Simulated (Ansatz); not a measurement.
## TiSi in Ansatz: the effect of functional

The system is TiSi.

```
Ti Si
1.0
     1.79163   -2.08900    0.00000
     1.79163    2.08900    0.00000
     0.00000    0.00000    3.75252
Ti Si
1 1
Direct
  0.50000 0.50000 0.00000
  0.00000 0.00000 0.50000
```

The cell comes from a database or a generator and needn't be the stable form of this composition.

The cell isn't the ideal one: volume scaled by 0.96.

Alike in all runs:

```yaml
Program: Ansatz 0.2.0
Task: single point
Potentials_or_basis: Ansatz PAW
k_mesh: 10 × 10 × 7
Occupations: fermi-dirac, width 0.05 eV
Spin: no spin polarisation
```

| functional | cutoff | pressure (GPa) |
| --- | --- | --- |
| LDA | 420 eV (not typed: the program's choice for these potentials) | -2.4 |
| PBEsol | 420 eV (not typed: the program's choice for these potentials) | 1.5 |
| r2SCAN | 500 eV (not typed: the program's choice for these potentials) | ? |

Question: What does the run with functional r2SCAN give?

Answer: Pressure 4.2 GPa.

Caveats: the PAW data sets come from PBE, with cores solved anew for the run's functional, which leaves a small shift of forces and pressure.
